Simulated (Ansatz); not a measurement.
# WC: the cost of one run

Computed with Ansatz 0.2.0 (DFT LDA, scalar-relativistic, plane waves, PAW, unless a step's input says otherwise).

## Step 1: The structure to begin with

Symmetry: Fm-3m, No. 225, cubic system. The conventional cell has a = 4.385 Å, b = 4.385 Å, c = 4.385 Å, α = 90.00°, β = 90.00°, γ = 90.00°. Around W (site symmetry m-3m) lie 6 C at 2.19 Å. C (site symmetry m-3m) has 6 W at 2.19 Å as nearest neighbours.

Coordinates:

```cif
data_structure
_symmetry_space_group_name_H-M 'P 1'
_symmetry_Int_Tables_number 1
_cell_length_a 3.1009
_cell_length_b 3.1009
_cell_length_c 3.1009
_cell_angle_alpha 60.000
_cell_angle_beta 60.000
_cell_angle_gamma 60.000
_cell_volume 21.08
loop_
_atom_site_label
_atom_site_type_symbol
_atom_site_fract_x
_atom_site_fract_y
_atom_site_fract_z
_atom_site_occupancy
W1 W 0.00000 0.00000 0.00000 1
C1 C 0.50000 0.50000 0.50000 1
```

The structure comes from the Materials Project (structure only).

## Step 2: Probe: one point at the start

The input, input.yaml:

```yaml
crystal:
  lattice:
    - [0.0, 2.192684, 2.192684]
    - [2.192684, 0.0, 2.192684]
    - [2.192684, 2.192684, 0.0]
  atoms:
    - { symbol: W, position: [0.0, 0.0, 0.0] }
    - { symbol: C, position: [0.5, 0.5, 0.5] }
basis:
  ecutwfc: 420
kpoints:
  mp_grid: { grid: [8, 8, 8] }
hamiltonian:
  xc: lda
scf:
  occupations: { method: gaussian, width: 0.1 }
output:
  forces: true
  stress: true
  eigenvalues: true
```

Launch:

```
ansatz run input.yaml --threads 1 --pin off --max-ram 1228MiB --backend cpu --events-out ev --progress --plain --runs-dir out
```

What time and memory should one allow on 1 thread of an Arm CPU, shared host?

About 1.2 s, with a peak of 0.26 GiB.
